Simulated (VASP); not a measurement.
A run of VASP 6.6.1 is set up as follows.

Contents of INCAR:

```
SYSTEM = TiC
  ALGO = Fast
  EDIFF = 1E-7
  ENCUT = 520
  GGA = PS
  ISIF = 2
  ISMEAR = 0
  LASPH = .True.
  LCHARG = .False.
  LREAL = .False.
  LWAVE = .False.
  NBANDS = 15
  NELM = 80
  PREC = Accurate
  SIGMA = 0.02
```

KPOINTS

```
k-points
0
Gamma
  11 11 11
  0 0 0
```

POSCAR

```
TiC
1.0
    0.0000000000      2.1657188437      2.1657188437
    2.1657188437      0.0000000000      2.1657188437
    2.1657188437      2.1657188437      0.0000000000
Ti C
1 1
Cartesian
    0.0000000000      0.0000000000      0.0000000000
    2.1657188437      2.1657188437      2.1657188437
```

Potentials or basis: VASP PAW PBE potentials, release 54 (Ti_sv, C).

The run is started by

```sh
$ cat potpaw_PBE.54/Ti_sv/POTCAR potpaw_PBE.54/C/POTCAR > POTCAR
$ mpirun -np 1 vasp_std > vasp.out
```

(1) Estimate the pressure.

(2) Predict the band gap on the k mesh.

Answers

(1) -6.4 GPa.

(2) none (metal or under the smearing width).

Caveat: the PAW data sets were made with another functional, which shifts forces and pressure a little.
